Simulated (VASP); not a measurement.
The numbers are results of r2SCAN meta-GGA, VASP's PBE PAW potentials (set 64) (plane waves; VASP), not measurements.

VASP input:

**KPOINTS**
```
Automatic mesh
0
Gamma
8 8 8
0 0 0
```

### POSCAR
```
Li2O
1
    0.0000000000     2.2911441093     2.3140555504
    2.2911441093     0.0000000000     2.3140555504
    2.2911441093     2.2911441093     0.0000000000
Li O
2 1
Direct
  0.2500000000   0.2500000000   0.2500000000
  0.7500000000   0.7500000000   0.7500000000
  0.0000000000   1.0000000000   1.0000000000
```

### INCAR
```
SYSTEM = Li2O
PREC = Accurate; ENCUT = 600; LREAL = F
LASPH = T
EDIFF = 1E-7; NELM = 100; ALGO = Normal
LMIXTAU = T
ISMEAR = 0; SIGMA = 0.05
METAGGA = R2SCAN
IBRION = 2; NSW = 30; ISIF = 2
EDIFFG = -0.01
LWAVE = F; LCHARG = F
```

POTCAR, in this order: Li_sv O (PBE.64 set). Program: vasp_std.

What VASP printed:

File OSZICAR:
```
       N       E                     dE             d eps       ncg     rms          rms(c)
DAV:   1     0.412667595764E+02    0.41267E+02   -0.68508E+03  1180   0.147E+03
DAV:   2    -0.157831696851E+02   -0.57050E+02   -0.54892E+02  1392   0.262E+02
DAV:   3    -0.213592793069E+02   -0.55761E+01   -0.55549E+01  2110   0.680E+01
DAV:   4    -0.214483924713E+02   -0.89113E-01   -0.89037E-01  1550   0.909E+00
DAV:   5    -0.214489874900E+02   -0.59502E-03   -0.59498E-03  1814   0.659E-01    0.675E+00
DAV:   6    -0.168461942516E+02    0.46028E+01   -0.43821E+00  1464   0.159E+01    0.208E+00
DAV:   7    -0.168868632721E+02   -0.40669E-01   -0.10623E+00  1394   0.863E+00    0.206E+00
DAV:   8    -0.193294431238E+02   -0.24426E+01   -0.34428E+00  1708   0.151E+01    0.281E+00
DAV:   9    -0.168653373802E+02    0.24641E+01   -0.19077E+00  1918   0.114E+01    0.721E-01
DAV:  10    -0.168392267294E+02    0.26111E-01   -0.18799E-01  1422   0.448E+00    0.337E-01
DAV:  11    -0.168298829123E+02    0.93438E-02   -0.14844E-02  1452   0.130E+00    0.379E-01
DAV:  12    -0.168333745466E+02   -0.34916E-02   -0.17623E-02  1318   0.152E+00    0.830E-02
DAV:  13    -0.168342268099E+02   -0.85226E-03   -0.69797E-04  1570   0.317E-01    0.502E-02
DAV:  14    -0.168339792620E+02    0.24755E-03   -0.10889E-04  1274   0.169E-01    0.439E-02
DAV:  15    -0.168346661302E+02   -0.68687E-03   -0.29662E-04  1254   0.209E-01    0.111E-02
DAV:  16    -0.168346619707E+02    0.41595E-05   -0.74972E-05  1224   0.130E-01    0.415E-03
DAV:  17    -0.168346348422E+02    0.27129E-04   -0.72198E-06  1366   0.404E-02    0.313E-03
DAV:  18    -0.168346164331E+02    0.18409E-04   -0.50883E-06  1250   0.291E-02    0.403E-04
DAV:  19    -0.168346241679E+02   -0.77348E-05   -0.42723E-07  1364   0.998E-03    0.291E-04
DAV:  20    -0.168346262892E+02   -0.21213E-05   -0.12473E-08  1174   0.131E-03    0.182E-04
DAV:  21    -0.168346268728E+02   -0.58358E-06   -0.21165E-08   804   0.232E-03    0.272E-05
DAV:  22    -0.168346264404E+02    0.43242E-06   -0.17036E-09   692   0.547E-04    0.184E-05
DAV:  23    -0.168346264920E+02   -0.51616E-07   -0.31632E-10   670   0.178E-04
   1 F= -.16834626E+02 E0= -.16834626E+02  d E =-.168346E+02
```

**OUTCAR**
```
------------------------ aborting loop because EDIFF is reached ----------------------------------------
  FORCE on cell =-STRESS in cart. coord.  units (eV):
  Direction    XX          YY          ZZ          XY          YZ          ZX
  --------------------------------------------------------------------------------------
  Total       -0.1563038     -0.1563038     -0.4533825      0.0000000      0.0000000      0.0000000
  in kB      -10.3079342    -10.3079342    -29.8996923      0.0000000      0.0000000      0.0000000
  external PRESSURE =     -16.8385202 kB  Pullay stress =       0.0000000 kB
  volume of cell :       24.29
      direct lattice vectors                 reciprocal lattice vectors
     0.000000000  2.291144109  2.314055550    -0.218231580  0.218231580  0.216070872
     2.291144109  0.000000000  2.314055550     0.218231580 -0.218231580  0.216070872
     2.291144109  2.291144109  0.000000000     0.218231580  0.218231580 -0.216070872
 POSITION                                       TOTAL-FORCE (eV/Angst)
 -----------------------------------------------------------------------------------
      1.14557      1.14557      1.15703        -0.000000     -0.000000      0.000000
      3.43672      3.43672      3.47108         0.000000      0.000000     -0.000000
      0.00000      0.00000      0.00000         0.000000     -0.000000     -0.000000
 -----------------------------------------------------------------------------------
    total drift:                                0.000000      0.000000      0.000000
  FREE ENERGIE OF THE ION-ELECTRON SYSTEM (eV)
  ---------------------------------------------------
  free  energy   TOTEN  =       -16.8346264920 eV

  energy  without entropy=      -16.8346264920  energy(sigma->0) =      -16.83462649

 reached required accuracy - stopping structural energy minimisation
```
(Selected blocks of OUTCAR.)

OUTCAR:
```
 val. band max:        1.0213450865   @ k =   0.0000   0.0000   0.0000

 cond. band min:       6.6969604534   @ k =   0.5000   0.0000   0.5000


 Fermi energy:         1.2816176049

 k-point     1 :       0.0000    0.0000    0.0000
  band No.  band energies     occupation
      1     -43.2560      2.00000
      2     -42.9226      2.00000
      3     -15.3847      2.00000
      4       0.9896      2.00000
      5       1.0213      2.00000
      6       1.0213      2.00000
      7       7.2217      0.00000
      8      14.1591      0.00000
      9      14.1592      0.00000
     10      14.2586      0.00000

 k-point     2 :       0.1250    0.0000    0.0000
  band No.  band energies     occupation
      1     -43.2411      2.00000
      2     -42.9330      2.00000
      3     -15.3573      2.00000
      4       0.5143      2.00000
      5       0.9257      2.00000
      6       0.9517      2.00000
      7       7.6281      0.00000
      8      14.2018      0.00000
      9      14.3910      0.00000
     10      14.4500      0.00000

 k-point     3 :       0.2500    0.0000    0.0000
  band No.  band energies     occupation
      1     -43.1997      2.00000
      2     -42.9643      2.00000
      3     -15.2880      2.00000
      4      -0.5187      2.00000
      5       0.7546      2.00000
      6       0.7926      2.00000
      7       8.6338      0.00000
      8      13.9651      0.00000
      9      14.6144      0.00000
     10      14.6476      0.00000

 k-point     4 :       0.3750    0.0000    0.0000
  band No.  band energies     occupation
      1     -43.1406      2.00000
      2     -43.0134      2.00000
      3     -15.2137      2.00000
      4      -1.4048      2.00000
      5       0.5960      2.00000
      6       0.6450      2.00000
      7       9.9846      0.00000
      8      13.0879      0.00000
      9      14.2891      0.00000
     10      14.4075      0.00000

 k-point     5 :       0.5000    0.0000    0.0000
...
```

The compound is Li2O in the antifluorite structure. This cell was strained or had an atom moved on purpose.
